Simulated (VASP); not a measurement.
# SnTe (P1) in VASP: single point with r2SCAN

Aim: the single point of SnTe with r2SCAN.

Everything below comes from runs of VASP 6.6.1. Logs are shortened: lines on timing, memory, paths and dates and some standing lists are left out, and cuts for length are marked.

### Step 1. Starting point

The typed cell holds 2 atoms: a = 4.456 Å, b = 4.456 Å, c = 4.456 Å, α = 60.00°, β = 60.00°, γ = 60.00°.

### Step 2. Single point, r2SCAN

POSCAR reads:

```
SnTe
1.0
    0.0000000000      3.1508500000      3.1508500000
    3.1508500000      0.0000000000      3.1508500000
    3.1508500000      3.1508500000      0.0000000000
Te Sn
1 1
Direct
    0.5104120000      0.4941380000      0.5059000000
    0.0035920000     -0.0098350000     -0.0035280000
```

INCAR.step1 reads:

```
SYSTEM = SnTe
PREC     = Accurate       ! precision mode
ENCUT    = 520            ! plane-wave cutoff, eV
ISMEAR   = -1             ! smearing method
SIGMA    = 0.05           ! smearing width, eV
LREAL    = .False.        ! projectors in reciprocal space
LASPH    = .True.         ! aspherical terms in the spheres
NELM     = 100            ! most SCF steps
NBANDS   = 17             ! bands
GGA      = PE             ! functional
ALGO     = Normal         ! electronic algorithm
EDIFF    = 1E-4           ! SCF threshold, eV
LWAVE    = .True.         ! write WAVECAR
LCHARG   = .False.        ! write CHGCAR
```

INCAR.step2 reads:

```
SYSTEM = SnTe
PREC     = Accurate       ! precision mode
ENCUT    = 520            ! plane-wave cutoff, eV
EDIFF    = 1E-7           ! SCF threshold, eV
ISMEAR   = -1             ! smearing method
SIGMA    = 0.05           ! smearing width, eV
LREAL    = .False.        ! projectors in reciprocal space
LASPH    = .True.         ! aspherical terms in the spheres
NELM     = 100            ! most SCF steps
ALGO     = Normal         ! electronic algorithm
ISIF     = 2              ! what is computed and relaxed
LWAVE    = .False.        ! write WAVECAR
LCHARG   = .True.         ! write CHGCAR
METAGGA  = R2SCAN         ! meta-GGA
LMIXTAU  = .True.       
LELF     = .True.         ! ELF
LVHAR    = .True.       
NBANDS   = 17             ! bands
ISTART   = 1
```

KPOINTS reads:

```
regular mesh
0
Gamma
  5 5 5
  0 0 0
```

Potentials or basis: VASP PAW PBE potentials, release 64 (Te, Sn_d).

Launch:

```
$ cat potpaw_PBE.64/Te/POTCAR potpaw_PBE.64/Sn_d/POTCAR > POTCAR
$ cp INCAR.step1 INCAR
$ mpirun -np 1 vasp_std > vasp.out
$ cp INCAR.step2 INCAR
$ mpirun -np 1 vasp_std > vasp.out
```

OUTCAR:

```text
SYSTEM = SnTe
   PREC = Accurate
   ENCUT = 520
   EDIFF = 1E-7
   ISMEAR = -1
   LREAL = .False.
   LASPH = .True.
   NELM = 100
   ISIF = 2
   METAGGA = R2SCAN
   ISTART = 1

 ion  position               nearest neighbor table
   1  0.510  0.494  0.506-   2 3.10   2 3.11   2 3.12   2 3.19   2 3.19   2 3.20
   2  0.004  0.990  0.996-   1 3.10   1 3.11   1 3.12   1 3.19   1 3.19   1 3.20

  LATTYP: Found a face centered cubic cell.
 ALAT       =     6.3017000000

  Lattice vectors:

 A1 = (   0.0000000000,   3.1508500000,   3.1508500000)
 A2 = (   3.1508500000,   0.0000000000,   3.1508500000)
 A3 = (   3.1508500000,   3.1508500000,   0.0000000000)

Analysis of symmetry for initial positions (statically):
=====================================================================
 Subroutine PRICEL returns:
 Original cell was already a primitive cell.

 Routine SETGRP: Setting up the symmetry group for a
 face centered cubic supercell.

 Subroutine GETGRP returns: Found  1 space group operations
 (whereof  1 operations were pure point group operations)
 out of a pool of 48 trial point group operations.

The static configuration has the point symmetry C_1 .

Analysis of symmetry for dynamics (positions and initial velocities):
=====================================================================
 Subroutine PRICEL returns:
 Original cell was already a primitive cell.

 Routine SETGRP: Setting up the symmetry group for a
 face centered cubic supercell.

 Subroutine GETGRP returns: Found  1 space group operations
 (whereof  1 operations were pure point group operations)
 out of a pool of 48 trial point group operations.

The dynamic configuration has the point symmetry C_1 .

 Subroutine INISYM returns: Found  1 space group operations
 (whereof  1 operations are pure point group operations),
 and found     1 'primitive' translations

----------------------------------------------------------------------------------------

                                     Primitive cell

  volume of cell :      62.5624

  direct lattice vectors                    reciprocal lattice vectors
     0.000000000  3.150850000  3.150850000    -0.158687338  0.158687338  0.158687338
     3.150850000  0.000000000  3.150850000     0.158687338 -0.158687338  0.158687338
     3.150850000  3.150850000  0.000000000     0.158687338  0.158687338 -0.158687338

  length of vectors
     4.455974803  4.455974803  4.455974803     0.274854533  0.274854533  0.274854533

[... 75 lines left out ...]
   LNONCOLLINEAR =      F non collinear calculations
   LSORBIT =      F    spin-orbit coupling
   LASPH  =      T    aspherical Exc in radial PAW
   ENCUT  =  520.0 eV  38.22 Ry    6.18 a.u.   8.29  8.29  8.29*2*pi/ulx,y,z
   NELM   =    100;   NELMIN=  2; NELMDL=  0     # of ELM steps
   EDIFF  = 0.1E-06   stopping-criterion for ELM
   LREAL  =      F    real-space projection
   EDIFFG = 0.1E-05   stopping-criterion for IOM
   NSW    =      0    number of steps for IOM
   IBRION =     -1    ionic relax: 0-MD 1-quasi-New 2-CG
   NFREE  =      0    steps in history (QN), initial steepest desc. (CG)
   ISIF   =      2    stress and relaxation
   ISYM   =      2    0-nonsym 1-usesym 2-fastsym
   POTIM  = 0.5000    time-step for ionic-motion
   TEBEG  =    0.0;   TEEND  =   0.0 temperature during run
   PSTRESS=    0.0 pullay stress
   NELECT =      20.0000    total number of electrons
   NUPDOWN=      -1.0000    fix difference up-down
   EMIN   =  10.00;   EMAX   =-10.00  energy-range for DOS
   EFERMI =   0.00;   METHOD = LEGACY
   ISMEAR =    -1;   SIGMA  =   0.05  broadening in eV -4-tet -1-fermi 0-gaus
   EFERMI_NEDOS =   21; number of points for ismear=-14 and -15
   IALGO  =     38    algorithm
   IMIX   =      4    mixing-type and parameters
     AMIX     =   0.40;   BMIX     =  1.00
     AMIX_MAG =   1.60;   BMIX_MAG =  1.00
  volume/ion in A,a.u.               =      31.28       211.10
  Fermi-wavevector in a.u.,A,eV,Ry     =   1.119387  2.115336 17.048485  1.253028
  Thomas-Fermi vector in A             =   2.256026
   LORBIT       =      0    0 simple, 1 ext, 2 COOP (PROOUT), +10 PAW based schemes
   METAGGA = R2SCAN    functional components
   LHFCALC =     F    Hartree Fock is set to
   AEXX    =    0.0000 exact exchange contribution
   IVDW    =     0    specifies the selected vdW correction
   LEPSILON=     F    determine dielectric tensor
   LRPA    =     F    only Hartree local field effects (RPA)
 non-spin polarized calculation
  energy-cutoff  :      520.00
  volume of cell :       62.56
 maximum number of plane-waves:      1694
 NGX is ok and might be reduce to    36
   NGX = 17   NGY = 17   NGZ = 17

 number of electron      20.0000000 magnetization

 Free energy of the ion-electron system (eV)
  ---------------------------------------------------
  ext. energy  EPLUGINS =         0.00000000
  ---------------------------------------------------
  free energy    TOTEN  =       -50.67575310 eV

  energy without entropy =      -50.67571790  energy(sigma->0) =      -50.67573550

 E-fermi :   7.0882     XC(G=0): -10.0716

 val. band max:        6.6728282016   @ k =   0.0000   0.4000   0.0000
 cond. band min:       7.5294595112   @ k =   0.4000   0.4000   0.4000
 fundamental gap:      0.8566313097
 Fermi energy:         7.0882366072

 k-point     1 :       0.0000    0.0000    0.0000
  band No.  band energies     occupation
      1     -15.7447      2.00000
      2     -15.7445      2.00000
      3     -15.7332      2.00000
      4     -15.7329      2.00000
      5     -15.7323      2.00000
      6      -6.4945      2.00000
[... 457 lines left out ...]
      4     -15.7265      2.00000
      5     -15.7250      2.00000
      6      -5.3694      2.00000
[... 9 lines left out ...]
     16      16.0506      0.00000
     17      17.0770      0.00000

 [... further k-points ...]
[... 5 lines left out ...]
  --------------------------------------------------------------------------------------
  -------------------------------------------------------------------------------------
  Total        0.6429770      0.6487278      0.6388114      0.0128671      0.0103319      0.0084993
  in kB       16.4661796     16.6134531     16.3595006      0.3295165      0.2645925      0.2176602
  external PRESSURE =      16.4797111 kB  Pullay stress =       0.0000000 kB

 VOLUME and BASIS-vectors are now :
 -----------------------------------------------------------------------------
  energy-cutoff  :      520.00
  volume of cell :       62.56
      direct lattice vectors                 reciprocal lattice vectors
     0.000000000  3.150850000  3.150850000    -0.158687338  0.158687338  0.158687338
     3.150850000  0.000000000  3.150850000     0.158687338 -0.158687338  0.158687338
     3.150850000  3.150850000  0.000000000     0.158687338  0.158687338 -0.158687338

 POSITION                                       TOTAL-FORCE (eV/Angst)
 -----------------------------------------------------------------------------------
      3.15097      3.20225      3.16519         0.022934      0.027410      0.018597
      6.25960      3.15105      3.13118        -0.022934     -0.027410     -0.018597
 -----------------------------------------------------------------------------------
    total drift:                               -0.000056     -0.000097      0.000139

  FREE ENERGIE OF THE ION-ELECTRON SYSTEM (eV)
  ---------------------------------------------------
  free  energy   TOTEN  =       -50.6757530974 eV

  energy  without entropy=      -50.6757178960  energy(sigma->0) =      -50.67573550
```

OSZICAR.step1:

```text
N       E                     dE             d eps       ncg     rms          rms(c)
DAV:   1     0.126064853216E+03    0.12606E+03   -0.95071E+03  2153   0.135E+03
DAV:   2     0.409180995166E+01   -0.12197E+03   -0.11858E+03  2279   0.329E+02
DAV:   3    -0.726002159140E+01   -0.11352E+02   -0.11262E+02  2711   0.897E+01
DAV:   4    -0.758432153443E+01   -0.32430E+00   -0.32407E+00  2494   0.156E+01
DAV:   5    -0.759713171891E+01   -0.12810E-01   -0.12810E-01  3027   0.302E+00    0.504E+00
DAV:   6    -0.754651523444E+01    0.50616E-01   -0.11722E-01  2921   0.230E+00    0.316E+00
DAV:   7    -0.754768479415E+01   -0.11696E-02   -0.49417E-02  2565   0.110E+00    0.766E-01
DAV:   8    -0.754763773864E+01    0.47056E-04   -0.70893E-03  2736   0.662E-01    0.178E-01
DAV:   9    -0.754776749954E+01   -0.12976E-03   -0.55548E-04  2679   0.224E-01    0.352E-02
DAV:  10    -0.754775640323E+01    0.11096E-04   -0.82170E-05  1498   0.825E-02
   1 F= -.75477564E+01 E0= -.75477382E+01  d E =-.363417E-04
```

It took 3.9 min on 1 thread of Intel Xeon Platinum 8559C (Emerald Rapids), shared host; peak memory 0.25 GiB.

What came out:

```yaml
Free_energy: -50.6758 eV
Pressure: 1.6 GPa
Largest_force: 0.040 eV/Å
Band_gap_on_the_k_mesh: 0.86 eV, indirect (least direct gap 0.87 eV)
```

Forces on the atoms (eV/Å):
```
Te   0.023  0.027  0.019
Sn  -0.023 -0.027 -0.019
```

Caveat: the PAW data sets were made with another functional, which shifts forces and pressure a little; spin-orbit coupling is left out, which moves the levels of the heavy elements; an odd mesh through Γ misses points on the zone boundary, where band edges often lie.
